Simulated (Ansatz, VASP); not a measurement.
# Two plane-wave programs on BeS

```
CELL_PARAMETERS angstrom
0.00000 2.43806 2.43806
2.43806 0.00000 2.43806
2.43806 2.43806 0.00000
ATOMIC_POSITIONS crystal
Be 0.00000 0.00000 0.00000
S 0.75000 0.75000 0.75000
```

Alike in both runs: functional PBE; k mesh 8 × 8 × 8; occupations gaussian, width 0.02 eV; no spin polarisation.

Ansatz relaxed the structure, and its values are those at the end. VASP's run is a single point on that final structure, the one shown.

```csv
,VASP,Ansatz
version,VASP 6.6.1,Ansatz 0.2.0
potentials or method,"VASP PAW PBE potentials, release 64 (Be, S)","scalar-relativistic, plane waves, PAW"
plane-wave cutoff (eV),520,420
valence electrons in the cell,8,8
```

Ansatz gave:

| Quantity | Value |
| --- | --- |
| gap on the k mesh at the Fermi level (eV) | 3.15 |
| least direct gap on the mesh (eV) | 5.66 |
| pressure (GPa) | 0.0 |

Question: Estimate VASP's values.

Answer: gap on the k mesh at the Fermi level (eV): 3.15; least direct gap on the mesh (eV): 5.68; pressure (GPa): 0.0.

The functional is the same, so the differences come from potentials, cutoffs and numerics.

A k mesh can miss the band edges. A hybrid or GW would open this gap; PBE tends to underestimate it.
